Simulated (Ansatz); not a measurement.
Runs of Ansatz 0.2.0 on Zn. It takes space group Im-3m (No. 229, cubic). Conventional cell: a = 3.138 Å, b = 3.138 Å, c = 3.138 Å, α = 90.00°, β = 90.00°, γ = 90.00°. Around Zn (site symmetry m-3m) lie 8 Zn at 2.72 Å. This isn't the form of Zn at room conditions, which is hcp.

| task | level | cell | cutoff (eV) | smearing | points for each segment of the path | gap on the mesh (eV) | pressure (GPa) | relaxed volume (Å³/atom) |
| --- | --- | --- | --- | --- | --- | --- | --- | --- |
| relaxation of cell and atoms | revPBE | relaxed | 420 | fermi-dirac 0.05 eV | - | none | 0.0 | 15.91 |
| single point | PBE | as given | 420 | gaussian 0.018 eV | - | none | -0.2 | - |
| band structure | r2SCAN | as given | 500 | fermi-dirac 0.05 eV | 14 | none | (b) | - |
| relaxation of cell and atoms | PBE+D4 | relaxed | 420 | fermi-dirac 0.05 eV | - | none | 0.0 | 14.62 |
| single point | PBE | as given | 420 | gaussian 0.016 eV | - | none | -0.2 | - |
| single point | PBE | as given | 420 | gaussian 0.013 eV | - | none | -0.2 | - |
| band structure | BLYP | as given | 420 | fermi-dirac 0.05 eV | 14 | none | (a) | - |
| relaxation of cell and atoms | PBEsol+D4 | relaxed | 420 | fermi-dirac 0.05 eV | - | none | 0.0 | 13.92 |

Alike in all rows: potentials or basis Ansatz PAW; no spin polarisation; k mesh 12 × 12 × 12.

**Question.** Estimate the missing entries.

**Answer.** (a) 6.0; (b) -5.1.

Caveats: the PAW data sets come from PBE, with cores solved anew for the run's functional, which leaves a small shift of forces and pressure (some runs); the plane-wave basis is chosen anew once the cell has moved, so the energies of steps on either side of that aren't comparable (some runs); pairwise dispersion overbinds metals, which lowers pressure and volume (some runs).

A gap of «none» marks a metal or a gap under the smearing width.
